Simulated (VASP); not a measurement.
Bi, 1 atom in the cell. The structure is cubic, space group Im-3m (No. 229). Conventional cell: a = 3.963 Å, b = 3.963 Å, c = 3.963 Å, α = 90.00°, β = 90.00°, γ = 90.00°. Around Bi (site symmetry m-3m) lie 8 Bi at 3.43 Å. This isn't the form of Bi at room conditions, which is rhombohedral.

| Item | Value |
| --- | --- |
| Program | VASP 6.6.1 |
| Task | relaxation of cell and atoms |
| Functional | PBEsol |
| Potentials or basis | VASP PAW PBE potentials, release 64 (Bi_d) |
| Cutoff | 600 eV |
| k mesh | 16 × 16 × 16 |
| Occupations | gaussian, width 0.1 eV |
| Spin | no spin polarisation |
| Target pressure | 10.1 GPa |
| Dipole correction | no |
| Further INCAR settings | ALGO = Normal; EDIFF = 1e-06; IBRION = 2; EDIFFG = -0.002; NSW = 100; ISIF = 3 |
| Target pressure | 10.1 GPa |

Potentials or basis: VASP PAW PBE potentials, release 64 (Bi_d).

Command:

```sh
$ cat potpaw_PBE.64/Bi_d/POTCAR > POTCAR
$ mpirun -np 1 vasp_std > vasp.out
```

Hardware: 1 thread of Intel(R) Xeon(R) 6975P-C (Granite Rapids) (shared host).

Problem. Estimate the wall time of this run.

Solution. Run time: 86 s on 1 thread of Intel(R) Xeon(R) 6975P-C (Granite Rapids), with other jobs on the host, peak memory 0.21 GiB. Counts: scf iterations 55, k points 145, ion steps 7.
